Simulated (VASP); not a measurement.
# BN (Fmm2) in VASP: notebook

Runs on BN. Level: PBE. Tasks: single point.

Everything below comes from runs of VASP 6.6.1. Logs are shortened: lines on timing, memory, paths and dates and some standing lists are left out, and cuts for length are marked.

### Step 1. The structure

The structure is orthorhombic, space group Fmm2 (No. 42). Conventional cell: a = 2.503 Å, b = 6.991 Å, c = 4.332 Å, α = 90.00°, β = 90.00°, γ = 90.00°. N (site symmetry mm2) is surrounded by 3 B at 1.44 Å. Around B (site symmetry mm2) lie 3 N at 1.44 Å.

Measurements of this composition are mostly on another form, of space group No. 194.

### Step 2. Single point, PBE

INCAR reads:

```
PREC = Accurate
ENCUT = 460
EDIFF = 1E-7
ISMEAR = 0
SIGMA = 0.05
LREAL = False
LASPH = False
NELM = 100
ALGO = Normal
ISIF = 2
LWAVE = False
LCHARG = False
GGA = PE
ADDGRID = False
```

KPOINTS reads:

```
regular mesh
0
Gamma
  6 6 6
```

POSCAR reads:

```
BN
1.0
    0.0000000000      3.4953158300      2.1660912400
    1.2516321000      0.0000000000      2.1660912400
    1.2516321000      3.4953158300      0.0000000000
N B
1 1
Direct
    0.6666513400      0.6666513400      0.3333486600
    0.0000486500      0.0000486500      0.9999513500
```

Potentials or basis: VASP PAW PBE potentials, release 64 (N_s, B_s).

Run with:

```
$ cat potpaw_PBE.64/N_s/POTCAR potpaw_PBE.64/B_s/POTCAR > POTCAR
$ mpirun -np 1 vasp_std > vasp.out
```

OUTCAR:

```text
PREC = Accurate
   ENCUT = 460
   EDIFF = 1E-7
   ISMEAR = 0
   LREAL = False
   LASPH = False
   NELM = 100
   ISIF = 2
   GGA = PE

 Found     46 irreducible k-points:

 Following reciprocal coordinates:
            Coordinates               Weight
  0.000000  0.000000  0.000000      1.000000
  0.166667  0.000000 -0.000000      8.000000
  0.333333  0.000000  0.000000      8.000000
  0.500000  0.000000  0.000000      4.000000
  0.166667  0.166667  0.000000      2.000000
  0.333333  0.166667  0.000000      8.000000
   k-points           NKPTS =     46   k-points in BZ     NKDIM =     46   number of bands    NBANDS=      8
   number of dos      NEDOS =    301   number of ions     NIONS =      2
   total plane-waves  NPLWV =  15120
   dimension x,y,z NGX =    30 NGY =   18 NGZ =   28
   dimension x,y,z NGXF=    60 NGYF=   36 NGZF=   56
   ions per type =               1   1
   NGX,Y,Z   is equivalent  to a cutoff of  12.13, 11.96, 12.54 a.u.
   NGXF,Y,Z  is equivalent  to a cutoff of  24.26, 23.92, 25.08 a.u.
 SYSTEM =  unknown system
   PREC   = accura    normal or accurate (medium, high low for compatibility)
   ISTART =      0    job   : 0-new  1-cont  2-samecut
   ICHARG =      2    charge: 1-file 2-atom 10-const
   ISPIN  =      1    spin polarized calculation?
   LNONCOLLINEAR =      F non collinear calculations
   LSORBIT =      F    spin-orbit coupling
   LASPH  =      F    aspherical Exc in radial PAW
   ENCUT  =  460.0 eV  33.81 Ry    5.81 a.u.   7.19  4.37  6.49*2*pi/ulx,y,z
   NELM   =    100;   NELMIN=  2; NELMDL= -5     # of ELM steps
   EDIFF  = 0.1E-06   stopping-criterion for ELM
   LREAL  =      F    real-space projection
   EDIFFG = 0.1E-05   stopping-criterion for IOM
   NSW    =      0    number of steps for IOM
   IBRION =     -1    ionic relax: 0-MD 1-quasi-New 2-CG
   NFREE  =      0    steps in history (QN), initial steepest desc. (CG)
   ISIF   =      2    stress and relaxation
   ISYM   =      2    0-nonsym 1-usesym 2-fastsym
   POTIM  = 0.5000    time-step for ionic-motion
   TEBEG  =    0.0;   TEEND  =   0.0 temperature during run
   PSTRESS=    0.0 pullay stress
   NELECT =       8.0000    total number of electrons
   NUPDOWN=      -1.0000    fix difference up-down
   EMIN   =  10.00;   EMAX   =-10.00  energy-range for DOS
   EFERMI =   0.00;   METHOD = LEGACY
   ISMEAR =     0;   SIGMA  =   0.05  broadening in eV -4-tet -1-fermi 0-gaus
   EFERMI_NEDOS =   21; number of points for ismear=-14 and -15
   IALGO  =     38    algorithm
   IMIX   =      4    mixing-type and parameters
     AMIX     =   0.40;   BMIX     =  1.00
     AMIX_MAG =   1.60;   BMIX_MAG =  1.00
  volume/ion in A,a.u.               =       9.48        63.95
  Fermi-wavevector in a.u.,A,eV,Ry     =   1.228047  2.320672 20.518928  1.508099
  Thomas-Fermi vector in A             =   2.362987
   LORBIT       =      0    0 simple, 1 ext, 2 COOP (PROOUT), +10 PAW based schemes
   GGA     = PE    functional components
   LHFCALC =     F    Hartree Fock is set to
   AEXX    =    0.0000 exact exchange contribution
   IVDW    =     0    specifies the selected vdW correction
   LEPSILON=     F    determine dielectric tensor
   LRPA    =     F    only Hartree local field effects (RPA)
 non-spin polarized calculation
 Gauss-broadening in eV      SIGMA  =   0.05
  energy-cutoff  :      460.00
  volume of cell :       18.95
 maximum number of plane-waves:       448
 NGX is ok and might be reduce to    30
   NGX = 15   NGY =  9   NGZ = 13

 number of electron       8.0000000 magnetization

 Free energy of the ion-electron system (eV)
  ---------------------------------------------------
  ext. energy  EPLUGINS =         0.00000000
  ---------------------------------------------------
  free energy    TOTEN  =       -17.55361370 eV

  energy without entropy =      -17.55361370  energy(sigma->0) =      -17.55361370

 E-fermi :   3.4535     XC(G=0):  -9.6968

 val. band max:        3.1512169004   @ k =   0.5000  -0.3333   0.1667
 cond. band min:       6.9966631219   @ k =   0.0000   0.5000   0.5000
 fundamental gap:      3.8454462215
 Fermi energy:         3.4534796087

 k-point     1 :       0.0000    0.0000    0.0000
  band No.  band energies     occupation
      1     -14.7345      2.00000
      2      -1.3402      2.00000
      3       1.7195      2.00000
      4       1.7264      2.00000
      5       8.0105      0.00000
      6      14.6724      0.00000
      7      14.7315      0.00000
      8      16.1188      0.00000

 k-point     2 :       0.1667    0.0000   -0.0000
  band No.  band energies     occupation
      1     -14.1878      2.00000
      2      -0.8049      2.00000
      3      -0.2487      2.00000
      4       0.8285      2.00000
      5       9.1571      0.00000
      6      14.3178      0.00000
      7      14.5059      0.00000
      8      16.8923      0.00000

 k-point     3 :       0.3333    0.0000    0.0000
  band No.  band energies     occupation
      1     -12.7228      2.00000
      2      -3.8340      2.00000
      3      -0.5347      2.00000
      4       0.7567      2.00000
      5      10.0231      0.00000
      6      12.2229      0.00000
      7      14.5050      0.00000
      8      20.9543      0.00000

 k-point     4 :       0.5000    0.0000    0.0000
  band No.  band energies     occupation
      1     -11.5397      2.00000
      2      -5.8678      2.00000
      3      -1.0909      2.00000
      4       2.1364      2.00000
      5       7.7838      0.00000
      6      12.9846      0.00000
      7      16.4801      0.00000
      8      18.7654      0.00000

 k-point     5 :       0.1667    0.1667    0.0000
  band No.  band energies     occupation
      1     -14.1990      2.00000
      2      -0.6670      2.00000
      3      -0.2894      2.00000
      4       0.8341      2.00000
      5       8.9147      0.00000
      6      14.4778      0.00000
      7      14.5367      0.00000
      8      16.9408      0.00000

 k-point     6 :       0.3333    0.1667    0.0000
  band No.  band energies     occupation
      1     -13.1867      2.00000
      2      -2.4967      2.00000
      3      -0.8790      2.00000
      4       0.4753      2.00000
      5      10.6358      0.00000
      6      12.0963      0.00000
      7      15.5326      0.00000
      8      17.8599      0.00000

 [... further k-points ...]
[... 5 lines left out ...]
  --------------------------------------------------------------------------------------
  -------------------------------------------------------------------------------------
  Total        0.6342023      0.1627317      0.6399554      0.0000000      0.0000000      0.0000000
  in kB       53.6128063     13.7566603     54.0991488      0.0000000      0.0000000      0.0000000
  external PRESSURE =      40.4895385 kB  Pullay stress =       0.0000000 kB

 VOLUME and BASIS-vectors are now :
 -----------------------------------------------------------------------------
  energy-cutoff  :      460.00
  volume of cell :       18.95
      direct lattice vectors                 reciprocal lattice vectors
     0.000000000  3.495315830  2.166091240    -0.399478409  0.143048590  0.230830535
     1.251632100  0.000000000  2.166091240     0.399478409 -0.143048590  0.230830535
     1.251632100  3.495315830  0.000000000     0.399478409  0.143048590 -0.230830535

 POSITION                                       TOTAL-FORCE (eV/Angst)
 -----------------------------------------------------------------------------------
      1.25163      3.49532      2.88806         0.000000      0.000000     -0.010201
      1.25163      3.49532      0.00021         0.000000      0.000000      0.010201
 -----------------------------------------------------------------------------------
    total drift:                               -0.000001     -0.000003      0.000000

  FREE ENERGIE OF THE ION-ELECTRON SYSTEM (eV)
  ---------------------------------------------------
  free  energy   TOTEN  =       -17.5536136997 eV

  energy  without entropy=      -17.5536136997  energy(sigma->0) =      -17.55361370
```

Wall time 4.4 s (1 thread of Intel Xeon 6975P-C (Granite Rapids), shared host); peak memory 0.13 GiB.

The run converged, but some of its settings lie outside the range that counts as converged, so its numbers aren't taken as properties of the crystal.

What came out:

- Free energy: -17.5536 eV
- Pressure: 4.0 GPa
- Largest force: 0.010 eV/Å
- Band gap on the k mesh: 3.85 eV, indirect (least direct gap 4.55 eV)

Caveat: the k mesh is coarse (spacing up to 0.51 Å⁻¹), so the values aren't converged.

### Step 3. Single point, PBE

INCAR is that of step 2.

KPOINTS is that of step 2.

POSCAR reads:

```
BN
1.0
    0.0000000000      3.4953158300      2.1660912400
    1.2516321000      0.0000000000      2.1660912400
    1.2516321000      3.4953158300      0.0000000000
N B
1 1
Direct
    0.6643870000      0.6373240000      0.3259630000
   -0.0156690000     -0.0240960000      1.0349220000
```

Potentials or basis: VASP PAW PBE potentials, release 64 (N_s, B_s).

Run with:

```
$ cat potpaw_PBE.64/N_s/POTCAR potpaw_PBE.64/B_s/POTCAR > POTCAR
$ mpirun -np 1 vasp_std > vasp.out
```

Wall time 9.8 s (1 thread of Intel Xeon 6975P-C (Granite Rapids), shared host); peak memory 0.14 GiB.

These settings aren't checked as converged: the numbers below hold their error.

What came out:

- Free energy: -17.4092 eV
- Pressure: 4.8 GPa
- Largest force: 2.761 eV/Å
- Band gap on the k mesh: 3.71 eV, indirect (least direct gap 4.53 eV)

Caveat: the k mesh is coarse (spacing up to 0.51 Å⁻¹), so the values aren't converged.

### Step 4. Single point, PBE

INCAR reads:

```
PREC = Normal
ENCUT = 460
EDIFF = 1E-4
ISMEAR = 0
SIGMA = 0.05
LREAL = Auto
LASPH = True
NELM = 100
ALGO = Normal
ISIF = 2
LWAVE = False
LCHARG = False
GGA = PE
ADDGRID = False
```

KPOINTS is that of step 3.

POSCAR reads:

```
BN
1.0
    0.0000000000      3.4953158300      2.1660912400
    1.2516321000      0.0000000000      2.1660912400
    1.2516321000      3.4953158300      0.0000000000
N B
1 1
Direct
    0.6666513400      0.6666513400      0.3333486600
    0.0000486500      0.0000486500      0.9999513500
```

Run with:

```
$ cat potpaw_PBE.64/N_s/POTCAR potpaw_PBE.64/B_s/POTCAR > POTCAR
$ mpirun -np 1 vasp_std > vasp.out
```

It took 2.8 s on 1 thread of Intel Xeon 6975P-C (Granite Rapids), shared host; peak memory 0.11 GiB.

The run converged, but some of its settings lie outside the range that counts as converged, so its numbers aren't taken as properties of the crystal.

What came out:

```yaml
Free_energy: -17.5569 eV
Pressure: 4.1 GPa
Largest_force: 0.010 eV/Å
Band_gap_on_the_k_mesh: 3.84 eV, indirect (least direct gap 4.55 eV)
```

Caveat: the k mesh is coarse (spacing up to 0.51 Å⁻¹), so the values aren't converged.

### Step 5. Single point, PBE

INCAR is that of step 4.

KPOINTS is that of step 4.

POSCAR reads:

```
BN
1.0
    0.0000000000      3.4953158300      2.1660912400
    1.2516321000      0.0000000000      2.1660912400
    1.2516321000      3.4953158300      0.0000000000
N B
1 1
Direct
    0.6643870000      0.6373240000      0.3259630000
   -0.0156690000     -0.0240960000      1.0349220000
```

Potentials or basis: VASP PAW PBE potentials, release 64 (N_s, B_s).

Run with:

```
$ cat potpaw_PBE.64/N_s/POTCAR potpaw_PBE.64/B_s/POTCAR > POTCAR
$ mpirun -np 1 vasp_std > vasp.out
```

OUTCAR:

```text
PREC = Normal
   ENCUT = 460
   EDIFF = 1E-4
   ISMEAR = 0
   LREAL = Auto
   LASPH = True
   NELM = 100
   ISIF = 2
   GGA = PE

 Found    112 irreducible k-points:

 Following reciprocal coordinates:
            Coordinates               Weight
  0.000000  0.000000  0.000000      1.000000
  0.166667  0.000000 -0.000000      2.000000
 -0.166667 -0.166667 -0.166667      2.000000
  0.000000  0.166667  0.000000      2.000000
 -0.000000  0.000000  0.166667      2.000000
  0.333333  0.000000  0.000000      2.000000
   k-points           NKPTS =    112   k-points in BZ     NKDIM =    112   number of bands    NBANDS=      8
   number of dos      NEDOS =    301   number of ions     NIONS =      2
   total plane-waves  NPLWV =   6720
   dimension x,y,z NGX =    24 NGY =   14 NGZ =   20
   dimension x,y,z NGXF=    48 NGYF=   28 NGZF=   40
   ions per type =               1   1
   NGX,Y,Z   is equivalent  to a cutoff of   9.70,  9.30,  8.96 a.u.
   NGXF,Y,Z  is equivalent  to a cutoff of  19.41, 18.61, 17.91 a.u.
 SYSTEM =  unknown system
   PREC   = normal    normal or accurate (medium, high low for compatibility)
   ISTART =      0    job   : 0-new  1-cont  2-samecut
   ICHARG =      2    charge: 1-file 2-atom 10-const
   ISPIN  =      1    spin polarized calculation?
   LNONCOLLINEAR =      F non collinear calculations
   LSORBIT =      F    spin-orbit coupling
   LASPH  =      T    aspherical Exc in radial PAW
[... 54 lines left out ...]
 cond. band min:       6.8113209581   @ k =   0.0000   0.5000   0.5000
 fundamental gap:      3.7104975136
 Fermi energy:         3.3305291120

 k-point     1 :       0.0000    0.0000    0.0000
  band No.  band energies     occupation
      1     -14.7206      2.00000
      2      -1.3163      2.00000
      3       1.0722      2.00000
      4       2.5098      2.00000
      5       7.8294      0.00000
      6      13.7500      0.00000
      7      15.6467      0.00000
      8      16.2025      0.00000
[... 45 lines left out ...]
 k-point     6 :       0.3333    0.0000    0.0000
  band No.  band energies     occupation
      1     -12.6656      2.00000
      2      -3.5660      2.00000
      3      -0.8916      2.00000
      4       0.6494      2.00000
      5      10.2850      0.00000
      6      12.0836      0.00000
      7      14.4730      0.00000
      8      20.6605      0.00000

 [... further k-points ...]
[... 5 lines left out ...]
  --------------------------------------------------------------------------------------
  -------------------------------------------------------------------------------------
  Total        0.6498540      0.0318880      1.0189303     -0.2403933      0.0398500      0.7785417
  in kB       54.9359343      2.6956737     86.1360967    -20.3218399      3.3687479     65.8146544
  external PRESSURE =      47.9225682 kB  Pullay stress =       0.0000000 kB

 VOLUME and BASIS-vectors are now :
 -----------------------------------------------------------------------------
  energy-cutoff  :      460.00
  volume of cell :       18.95
      direct lattice vectors                 reciprocal lattice vectors
     0.000000000  3.495315830  2.166091240    -0.399478409  0.143048590  0.230830535
     1.251632100  0.000000000  2.166091240     0.399478409 -0.143048590  0.230830535
     1.251632100  3.495315830  0.000000000     0.399478409  0.143048590 -0.230830535

 POSITION                                       TOTAL-FORCE (eV/Angst)
 -----------------------------------------------------------------------------------
      1.20568      3.46159      2.81962         2.374293      1.283255     -0.544332
      1.26518      3.56261      4.24605        -2.374293     -1.283255      0.544332
 -----------------------------------------------------------------------------------
    total drift:                                0.000918      0.001028      0.000027

  FREE ENERGIE OF THE ION-ELECTRON SYSTEM (eV)
  ---------------------------------------------------
  free  energy   TOTEN  =       -17.4128300770 eV

  energy  without entropy=      -17.4128300770  energy(sigma->0) =      -17.41283008
```

OSZICAR:

```text
N       E                     dE             d eps       ncg     rms          rms(c)
DAV:   1     0.942060497082E+01    0.94206E+01   -0.41161E+03  2456   0.986E+02
DAV:   2    -0.183156424729E+02   -0.27736E+02   -0.25895E+02  1880   0.191E+02
DAV:   3    -0.193225025519E+02   -0.10069E+01   -0.10069E+01  3208   0.491E+01
DAV:   4    -0.193251741375E+02   -0.26716E-02   -0.26716E-02  2008   0.209E+00
DAV:   5    -0.193251978859E+02   -0.23748E-04   -0.23748E-04  3288   0.347E-01    0.175E+01
DAV:   6    -0.176238541882E+02    0.17013E+01   -0.70390E+00  2824   0.292E+01    0.216E+01
DAV:   7    -0.175033649667E+02    0.12049E+00   -0.11448E-01  2632   0.632E+00    0.163E+01
DAV:   8    -0.174138700574E+02    0.89495E-01   -0.34576E-01  2800   0.120E+01    0.113E+00
DAV:   9    -0.174126744631E+02    0.11956E-02   -0.40928E-03  1928   0.129E+00    0.481E-01
DAV:  10    -0.174127680876E+02   -0.93625E-04   -0.17344E-03  2616   0.932E-01    0.134E-01
DAV:  11    -0.174128300770E+02   -0.61989E-04   -0.63036E-05  2368   0.109E-01
   1 F= -.17412830E+02 E0= -.17412830E+02  d E =-.178478E-12
```

It took 5.7 s on 1 thread of Intel Xeon 6975P-C (Granite Rapids), shared host; peak memory 0.12 GiB.

These settings aren't checked as converged: the numbers below hold their error.

Results:

- Free energy: -17.4128 eV
- Pressure: 4.8 GPa
- Largest force: 2.753 eV/Å
- Band gap on the k mesh: 3.71 eV, indirect (least direct gap 4.53 eV)

Caveat: the k mesh is coarse (spacing up to 0.51 Å⁻¹), so the values aren't converged.

### Step 6. For comparison

An earlier run on the cell as given: functional PBE; potentials or basis VASP PAW PBE potentials, release 64 (N, B); cutoff 520 eV; k mesh 13 × 13 × 13; occupations fermi-dirac, width 0.05 eV; no spin polarisation.

- Pressure: 3.3 GPa
- Largest force: 0.010 eV/Å
- Band gap on the k mesh: 3.90 eV, indirect (least direct gap 4.65 eV)
